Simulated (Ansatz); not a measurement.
# RbBr under changes of volume

One of the cells (40.248 Å³/atom); the others are scaled copies at fixed shape and fractional positions:

```xyz
2
Lattice="0.0000 3.4270 3.4270 3.4270 0.0000 3.4270 3.4270 3.4270 0.0000" Properties=species:S:1:pos:R:3 pbc="T T T"
Rb    0.0000    0.0000    0.0000
Br    3.4270    3.4270    3.4270
```

| Item | Value |
| --- | --- |
| Program | Ansatz 0.2.0 |
| Functional | LDA |
| Potentials or basis | all-electron LAPW, scalar-relativistic |
| Cutoff | 119 eV (chosen from the basis error) |
| Basis error allowed | 0.001 eV/atom |
| k mesh | 7 × 7 × 7 |
| Occupations | fermi-dirac, width 0.05 eV |
| Spin | no spin polarisation |

```csv
volume (Å³/atom),energy over the lowest point (meV/atom),pressure (GPa),gap on the mesh (eV)
37.833,0.00,-0.4,4.10
38.638,2.67,-0.7,4.05
39.443,?,?,?
40.248,12.46,-1.2,3.95
41.053,19.21,-1.4,3.90
41.858,26.98,-1.6,3.86
42.663,35.64,-1.8,3.82
```

**Question.** What does the run at 39.443 Å³/atom give?

**Answer.** Energy over the lowest point 6.90 meV/atom; pressure -1.0 GPa; gap on the mesh 4.00 eV.

Worked out: A Birch-Murnaghan fit of order 3 (a polynomial in V^(-2/3)) to the other rows has its minimum at 37.06 Å³/atom, just outside them, with B0 = V·E''(V) = 18.5 GPa and B' = 5.2. It gives 6.89 meV/atom at 39.443 Å³/atom, against the run's 6.90, and -dE/dV = -1.0 GPa, against -1.0. A straight line through the other rows of the gap, of slope -2.36 eV per unit of ln V (its deformation potential), gives 4.00 eV, against the run's 4.00.

Energies are extrapolated to zero smearing.

Caveats: an odd mesh through Γ misses points on the zone boundary, where band edges often lie (some runs).

Spin-orbit coupling on Br, Rb is left out.

The runs don't all hold the same shells in valence.
